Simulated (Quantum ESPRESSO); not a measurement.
Runs of Quantum ESPRESSO 7.5 on Pb. The structure is monoclinic, space group C2/m (No. 12). Conventional cell: a = 6.077 Å, b = 3.501 Å, c = 6.452 Å, α = 90.00°, β = 109.14°, γ = 90.00°. Around Pb (site symmetry m) lie 10 Pb at 3.34 to 3.51 Å. This isn't the form of Pb at room conditions, which is fcc.

```tsv
task	level	potentials or basis	cell	k mesh	cutoff (eV)	symmetry	SCF threshold	form of the LDA correlation	mesh quality	gap on the mesh (eV)	pressure (GPa)	V0 of scaled cells (Å³/atom)	B0 (GPa)	largest force (eV/Å)
equation of state	r2SCAN	SG15 PBE 1.2	as given	5 × 5 × 3	762	off	1e-08 Ry	-	coarse	-	-	31.28	43	-
single point	PBEsol	GBRV 1.5 PBEsol	as given	9 × 9 × 5	612	-	4e-10 Ry	-	not flagged	none	-2.0	-	-	0.14
single point	PBEsol	GBRV 1.5 PBEsol	atoms moved at random, drawn with an rms of 0.05 Å	9 × 9 × 5	612	-	4e-10 Ry	-	not flagged	none	-2.1	-	-	0.20
equation of state	PBEsol	GBRV 1.5 PBEsol	as given	9 × 9 × 5	612	-	4e-10 Ry	-	not flagged	-	-	30.97	(a)	-
band structure	PBEsol	GBRV 1.5 PBEsol	as given	9 × 9 × 5	612	-	4e-10 Ry	-	not flagged	none	-2.0	-	-	0.14
```

Alike in all rows: no spin polarisation; smearing fermi-dirac 0.05 eV.

Task: Estimate the missing entries.

Result: (a) 46.

Caveats: some runs use coarse meshes; the cell was scaled at fixed shape and fractional positions, which overstates the stiffness of a crystal with free parameters, most of all of layers and chains (some runs); the potentials were made for another functional, which shifts forces and pressure (some runs); some levels on the path didn't converge (some runs); spin-orbit coupling is left out, which moves the levels of the heavy elements (some runs).

A k mesh can miss the band edges, and the runs leave out spin-orbit coupling on Pb.

A gap of «none» marks a metal or a gap under the smearing width.

Runs at the PBE level aren't shown here.
